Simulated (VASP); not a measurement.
# Tm: magnetic orders

Aim: compare collinear orders of Tm. The start is a cell from a database of measured crystal structures.

Main program and level: VASP 6.6.1; PBE, spin-polarised, from parallel moments; plane waves and PAW (Tm), in the first sound run; inputs show where later runs differ.

## 1. Set-up

Symmetry: P6_3/mmc, No. 194, hexagonal system. Conventional cell: a = 3.538 Å, b = 3.538 Å, c = 5.555 Å, α = 90.00°, β = 90.00°, γ = 120.00°. Tm has 12 Tm at 3.45 to 3.54 Å nearest.

Coordinates:

```cif
data_structure
_symmetry_space_group_name_H-M 'P 1'
_symmetry_Int_Tables_number 1
_cell_length_a 7.0750
_cell_length_b 3.5375
_cell_length_c 5.5546
_cell_angle_alpha 90.000
_cell_angle_beta 90.000
_cell_angle_gamma 120.000
_cell_volume 120.39
loop_
_atom_site_label
_atom_site_type_symbol
_atom_site_fract_x
_atom_site_fract_y
_atom_site_fract_z
_atom_site_occupancy
Tm1 Tm 0.33333 0.33333 0.75000 1
Tm2 Tm 0.83333 0.33333 0.75000 1
Tm3 Tm 0.16667 0.66667 0.25000 1
Tm4 Tm 0.66667 0.66667 0.25000 1
```

## 2. Magnetic order, start order fm, signs ++++

Each run starts from other signs of the moments at the same geometry and cutoff; gentle mixing helps it keep them. Any wave vector in a name is a fraction of the reciprocal vectors of the first cell as typed.

Input file INCAR:

```
SYSTEM = Tm
PREC = Accurate
ENCUT = 420
EDIFF = 1E-06
NELM = 150
ISMEAR = 1
SIGMA = 0.1
LREAL = .FALSE.
ALGO = Normal
GGA = PE
NBANDS = 64
ISPIN = 2
MAGMOM = 2 2 2 2
LASPH = .TRUE.
LMAXMIX = 6
AMIX = 0.2
BMIX = 1E-04
AMIX_MAG = 0.8
BMIX_MAG = 1E-04
LORBIT = 11
LWAVE = .FALSE.
LCHARG = .TRUE.
```

Input file POSCAR:

```
Tm
1.0
    7.0750000000      0.0000000000      0.0000000000
   -1.7687500000      3.0635648659      0.0000000000
    0.0000000000      0.0000000000      5.5546000000
Tm
4
Direct
    0.3333333334      0.3333333333      0.7500000000
    0.8333333334      0.3333333333      0.7500000000
    0.1666666666      0.6666666667      0.2500000000
    0.6666666667      0.6666666667      0.2500000000
```

Input file KPOINTS:

```
Automatic mesh
0
Gamma
6 6 3
0 0 0
```

The projector-augmented-wave data sets are Tm (PBE family, release 64).

Started as:

```sh
> mpirun -np 1 vasp_std
```

Log:

```text
[banner, memory and clock lines left out]
running    1 mpi-ranks, on    1 nodes
 distrk:  each k-point on    1 cores,    1 groups
 distr:  one band on    1 cores,    1 groups

 POSCAR found type information on POSCAR Tm
 POSCAR found :  1 types and       4 ions
 LDA part: xc-table for (Slater+PW92), standard interpolation
 POSCAR, INCAR and KPOINTS ok, starting setup
 FFT: planning ... GRIDC
 FFT: planning ... GRID_SOFT
 FFT: planning ... GRID
 WAVECAR not read
 entering main loop
       N       E                     dE             d eps       ncg     rms          rms(c)
DAV:   1     0.106059369337E+04    0.10606E+04   -0.18619E+04 12320   0.711E+03
DAV:   2     0.288580505516E+03   -0.77201E+03   -0.67937E+03 13032   0.146E+03
DAV:   3     0.491762110178E+02   -0.23940E+03   -0.22928E+03 10032   0.336E+02
DAV:   4    -0.281252769859E+00   -0.49457E+02   -0.47642E+02 13664   0.137E+02
DAV:   5    -0.115396615433E+02   -0.11258E+02   -0.11070E+02 16000   0.672E+01    0.174E+02
DAV:   6    -0.148513519697E+02   -0.33117E+01   -0.29571E+01 16216   0.487E+01    0.423E+01
DAV:   7    -0.170158853253E+02   -0.21645E+01   -0.70338E+00 13560   0.539E+01    0.259E+01
DAV:   8    -0.198841930400E+02   -0.28683E+01   -0.38752E+01 11800   0.718E+01    0.803E+01
DAV:   9    -0.185805337118E+02    0.13037E+01   -0.25481E+00 16168   0.295E+01    0.581E+01
DAV:  10    -0.160376142243E+02    0.25429E+01   -0.21600E+00 11256   0.428E+01    0.256E+01
DAV:  11    -0.162374263121E+02   -0.19981E+00   -0.12212E+00 16136   0.135E+01    0.247E+01
DAV:  12    -0.162275080794E+02    0.99182E-02   -0.26299E-01 16240   0.508E+00    0.230E+01
DAV:  13    -0.161392649188E+02    0.88243E-01   -0.44287E-02 16072   0.409E+00    0.209E+01
DAV:  14    -0.158775004025E+02    0.26176E+00   -0.14970E-01 12760   0.162E+01    0.129E+01
DAV:  15    -0.158882594246E+02   -0.10759E-01   -0.16532E-01 14592   0.696E+00    0.115E+01
DAV:  16    -0.159062826024E+02   -0.18023E-01   -0.67866E-02 15432   0.275E+00    0.926E+00
DAV:  17    -0.159089898668E+02   -0.27073E-02   -0.89473E-03 14944   0.352E+00    0.870E+00
DAV:  18    -0.158936433662E+02    0.15347E-01   -0.84348E-02 12304   0.147E+01    0.655E+00
DAV:  19    -0.159163863979E+02   -0.22743E-01   -0.72789E-02 14824   0.274E+00    0.457E+00
DAV:  20    -0.159124119816E+02    0.39744E-02   -0.81941E-03 15088   0.325E+00    0.430E+00
DAV:  21    -0.159102402872E+02    0.21717E-02   -0.74603E-03 13304   0.405E+00    0.357E+00
DAV:  22    -0.159092383570E+02    0.10019E-02   -0.97309E-03 14040   0.453E+00    0.206E+00
DAV:  23    -0.159100250690E+02   -0.78671E-03   -0.54672E-03 14928   0.127E+00    0.131E+00
DAV:  24    -0.159100794379E+02   -0.54369E-04   -0.99333E-04 16192   0.112E+00    0.121E+00
DAV:  25    -0.159103857186E+02   -0.30628E-03   -0.84020E-04 16120   0.751E-01    0.106E+00
DAV:  26    -0.159106888837E+02   -0.30317E-03   -0.31438E-04 14944   0.109E+00    0.841E-01
DAV:  27    -0.159106966051E+02   -0.77214E-05   -0.17711E-04 14744   0.124E+00    0.624E-01
DAV:  28    -0.159105717855E+02    0.12482E-03   -0.74955E-04 15096   0.128E+00    0.313E-01
DAV:  29    -0.159106364643E+02   -0.64679E-04   -0.17649E-04 15000   0.104E+00    0.217E-01
DAV:  30    -0.159106409881E+02   -0.45238E-05   -0.73394E-05 14792   0.487E-01    0.144E-01
DAV:  31    -0.159106406423E+02    0.34580E-06   -0.33885E-05 14920   0.332E-01    0.887E-02
DAV:  32    -0.159106462532E+02   -0.56109E-05   -0.97497E-05 15304   0.988E-02    0.852E-02
DAV:  33    -0.159106479335E+02   -0.16803E-05   -0.11783E-05 10248   0.708E-02    0.744E-02
DAV:  34    -0.159106474081E+02    0.52537E-06   -0.13830E-05  9616   0.164E-01    0.416E-02
DAV:  35    -0.159106471482E+02    0.25995E-06   -0.60205E-06  7784   0.458E-02
   1 F= -.15910647E+02 E0= -.15917668E+02  d E =0.210616E-01  mag=     4.4383
```

Wall time 7.1 min (1 MPI rank of Intel Xeon 6975P-C (Granite Rapids), shared host); peak memory 0.41 GiB.

The logs omit lines about the potential files and the build; timing stands in the text.

Parts of OUTCAR (step 2):

```text
ion  position               nearest neighbor table
   1  0.333  0.333  0.750-   4 3.45   4 3.45   3 3.45   3 3.45   3 3.45   3 3.45   2 3.54   2 3.54
                             2 3.54   2 3.54
   2  0.833  0.333  0.750-   3 3.45   3 3.45   4 3.45   4 3.45   4 3.45   4 3.45   1 3.54   1 3.54
                             1 3.54   1 3.54
   3  0.167  0.667  0.250-   2 3.45   2 3.45   1 3.45   1 3.45   1 3.45   1 3.45   4 3.54   4 3.54
                             4 3.54   4 3.54
   4  0.667  0.667  0.250-   1 3.45   1 3.45   2 3.45   2 3.45   2 3.45   2 3.45   3 3.54   3 3.54
                             3 3.54   3 3.54

  LATTYP: Found a simple orthorhombic cell.
 ALAT       =     3.5375000000
 B/A-ratio  =     1.5702049470
 C/A-ratio  =     1.7320508076

 Subroutine GETGRP returns: Found  8 space group operations
 (whereof  4 operations were pure point group operations)

The static configuration has the point symmetry C_2h.
 The point group associated with its full space group is D_2h.

 Found     32 irreducible k-points:

   k-points           NKPTS =     32   k-points in BZ     NKDIM =     32   number of bands    NBANDS=     64

   dimension x,y,z NGX =    48 NGY =   24 NGZ =   40
   dimension x,y,z NGXF=    96 NGYF=   48 NGZF=   80

   ENCUT  =  420.0 eV  30.87 Ry    5.56 a.u.  11.82  5.91  9.28*2*pi/ulx,y,z

   NELECT =      92.0000    total number of electrons

 k-points in reciprocal lattice and weights: Automatic mesh
   0.00000000  0.00000000  0.00000000       0.009
   0.16666667 -0.00000000  0.00000000       0.019
   0.33333333  0.00000000  0.00000000       0.019
   0.50000000  0.00000000  0.00000000       0.009
   0.00000000  0.16666667  0.00000000       0.037
   0.16666667  0.16666667  0.00000000       0.037
   0.33333333  0.16666667  0.00000000       0.019
  -0.16666667  0.16666667  0.00000000       0.019
   0.00000000  0.33333333  0.00000000       0.037
[...]
0.33333333  0.50000000  0.33333333       0.037
   0.50000000  0.50000000  0.33333333       0.019

 average (electrostatic) potential at core
       1 -36.0285       2 -36.0285       3 -36.0285       4 -36.0285

 E-fermi :   2.2347

 spin component 1
 k-point     1 :       0.0000    0.0000    0.0000
  band No.  band energies     occupation
    ...
     45       1.1483      1.00000
     46       1.1550      1.00000
     47       1.1874      1.00000
     48       1.4428      1.00000
     49       1.9592      1.00034
     50       2.6610     -0.00000
     51       3.6185     -0.00000
     52       4.5562      0.00000
     53       4.7628      0.00000
     54       5.0697      0.00000
    ...

 k-point     2 :       0.1667   -0.0000    0.0000
  band No.  band energies     occupation
    ...
     45       1.1458      1.00000
     46       1.1542      1.00000
     47       1.1813      1.00000
     48       1.6897      1.00000
     49       2.0530      1.01379
     50       2.7736     -0.00000
     51       3.4853     -0.00000
     52       4.6244      0.00000
     53       4.6329      0.00000
     54       4.8437      0.00000
    ...

 k-point     3 :       0.3333    0.0000    0.0000
  band No.  band energies     occupation
    ...
     44       1.1438      1.00000
     45       1.1517      1.00000
     46       1.1657      1.00000
     47       1.2779      1.00000
     48       1.9474      1.00019
     49       2.3203     -0.00296
     50       3.0043     -0.00000
     51       3.1419     -0.00000
     52       3.9543     -0.00000
     53       4.6270      0.00000
    ...

 k-point     4 :       0.5000    0.0000    0.0000
  band No.  band energies     occupation
    ...
     44       1.1479      1.00000
     45       1.1482      1.00000
     46       1.1482      1.00000
     47       1.7722      1.00000
     48       1.7722      1.00000
     49       2.7126     -0.00000
     50       2.7126     -0.00000
     51       3.3562     -0.00000
     52       3.3562     -0.00000
     53       4.6497      0.00000
    ...

 k-point     5 :       0.0000    0.1667    0.0000
  band No.  band energies     occupation
    ...
     45       1.1444      1.00000
     46       1.1798      1.00000
     47       1.2767      1.00000
     48       2.0544      1.01431
     49       2.1230      1.03340
     50       2.6072     -0.00000
     51       3.1414     -0.00000
     52       3.9536     -0.00000
     53       4.3567      0.00000
     54       4.6920      0.00000
    ...

 k-point     6 :       0.1667    0.1667    0.0000
  band No.  band energies     occupation
    ...
     43       1.1391      1.00000
     44       1.1410      1.00000
     45       1.1429      1.00000
     46       1.1649      1.00000
     47       1.6282      1.00000
     48       2.3001      0.05745
     49       2.3616     -0.03518
     50       2.7137     -0.00000
     51       2.8778     -0.00000
     52       3.5185     -0.00000
    ...

  Total        1.5613970      1.6297379      2.4696308     -0.0591849      0.0000000      0.0000000
  in kB       20.7786633     21.6881256     32.8652022     -0.7876175      0.0000000      0.0000000
  external PRESSURE =      25.1106637 kB  Pullay stress =       0.0000000 kB

  energy-cutoff  :      420.00
  volume of cell :      120.39
      direct lattice vectors                 reciprocal lattice vectors
     7.075000000  0.000000000  0.000000000     0.141342756  0.081604278  0.000000000
    -1.768750000  3.063564866  0.000000000     0.000000000  0.326417113  0.000000000
     0.000000000  0.000000000  5.554600000     0.000000000  0.000000000  0.180030965

 POSITION                                       TOTAL-FORCE (eV/Angst)
 -----------------------------------------------------------------------------------
      1.76875      1.02119      4.16595         0.007480      0.004319      0.000000
      5.30625      1.02119      4.16595         0.007480      0.004319      0.000000
     -0.00000      2.04238      1.38865        -0.007480     -0.004319      0.000000
      3.53750      2.04238      1.38865        -0.007480     -0.004319      0.000000
 -----------------------------------------------------------------------------------
    total drift:                                0.000001      0.000002     -0.000001

  FREE ENERGIE OF THE ION-ELECTRON SYSTEM (eV)
  ---------------------------------------------------
  free  energy   TOTEN  =       -15.9106471482 eV

  energy  without entropy=      -15.9317087417  energy(sigma->0) =      -15.91766768

 total charge
# of ion       s       p       d       f       tot
--------------------------------------------------
    1        2.220   5.940   0.429  12.479  21.067
    2        2.220   5.940   0.429  12.479  21.067
    3        2.220   5.940   0.429  12.479  21.067
    4        2.220   5.940   0.429  12.479  21.067
--------------------------------------------------
tot          8.880  23.759   1.715  49.915  84.268

 magnetization (x)
# of ion       s       p       d       f       tot
--------------------------------------------------
    1        0.002  -0.040  -0.055   1.324   1.231
    2        0.002  -0.040  -0.055   1.324   1.231
    3        0.002  -0.040  -0.055   1.324   1.231
    4        0.002  -0.040  -0.055   1.324   1.231
--------------------------------------------------
tot          0.009  -0.160  -0.221   5.295   4.923

[... 6 further parts left out ...]
```

The magnetic state follows from one typed start and may not be the lowest. The k-mesh is coarse for a metal. Without U or exact exchange the f electrons of Tm come out too delocalised, which can shrink the cell and pin f bands at the Fermi level.

Numbers from this step:

```
electronic cycles                                 : 35
electrons                                         : 92
free energy (TOTEN)                               : -15.91 eV
energy at zero smearing                           : -15.92 eV
Fermi energy                                      : 2.235 eV
moment of the cell, from the last line of the log : 4.438 μB
labelled metallic, from the levels on this mesh   : yes
```

Spin moment in the PAW sphere by atom:

| atom | spin moment in the PAW sphere (μB) |
| --- | --- |
| Tm1 | 1.23 |
| Tm2 | 1.23 |
| Tm3 | 1.23 |
| Tm4 | 1.23 |

Spin density in the ac plane at fractional y = 0.333, with atoms of Tm within 0.2 Å of it.

Values in e/Å³, 8 rows by 16 columns, each cell a mean:
```
0.0 0.0 0.0 0.0 0.0 0.2 0.0 0.0 0.0 0.0 0.0 0.0 0.0 0.2 0.0 0.0
0.0 0.0 0.0 0.0 0.7 1.5 0.8 0.0 0.0 0.0 0.0 0.0 0.7 1.5 0.8 0.0
0.0 0.0 0.0 0.0 0.4 1.1 0.5 0.0 0.0 0.0 0.0 0.0 0.4 1.1 0.5 0.0
0.0 0.0 0.0 0.0 0.0 0.0 0.0 0.0 0.0 0.0 0.0 0.0 0.0 0.0 0.0 0.0
0.0 0.0 0.0 0.0 0.0 0.0 0.0 0.0 0.0 0.0 0.0 0.0 0.0 0.0 0.0 0.0
0.0 0.0 0.0 0.0 0.0 0.0 0.0 0.0 0.0 0.0 0.0 0.0 0.0 0.0 0.0 0.0
0.0 0.0 0.0 0.0 0.0 0.0 0.0 0.0 0.0 0.0 0.0 0.0 0.0 0.0 0.0 0.0
0.0 0.0 0.0 0.0 0.0 0.0 0.0 0.0 0.0 0.0 0.0 0.0 0.0 0.0 0.0 0.0
```
Columns run along a (7.1 Å), rows up along c (5.6 Å). Atoms in or near the plane, at fractional coordinates: Tm at (0.33, 0.75), Tm at (0.83, 0.75).

Valence density in the ac plane at fractional y = 0.333, with atoms of Tm within 0.2 Å of it. It is the smooth field of the valence electrons, not physical close to the nuclei.

Ten steps, logarithmic in the rise over the least value, from '0' (0 e/Å³) to '9' (19 e/Å³), each cell a mean:
```
00000121100000012110
00001466410000146641
00013799730001379973
00014899840001489984
00013799730001379973
00001466410000146641
00000111100000011110
00000000000000000000
00000000000000000000
01100000000110000000
12210000001221000000
12210000001221000000
01100000000110000000
00000000000000000000
00000000000000000000
```
Columns run along a (7.1 Å), rows up along c (5.6 Å). Atoms in or near the plane, at fractional coordinates: Tm at (0.33, 0.75), Tm at (0.83, 0.75).

The largest moment at the end is 1.23 μB, and the moments of the cell sum to 4.44 μB.

(Part 1 of 3 ends here.)

[Lines on the potential files, build, host, timing and source positions are cut from VASP's logs without a mark.]

[Logs are printed without paths, hosts, clocks, repeated set-up lines and the standing remarks that a program may print on its own settings, such as how far it seeks lower states.]

[Hosts, paths, dates, database ids (printed as entryN), source tags and the programs' standing remarks are cut or masked in the printed files.]

[In band tables of VASP the shares of atoms and orbitals are scaled to a sum of 1 inside the atoms' spheres.]

[Runs that stopped without an error message from VASP are left out.]
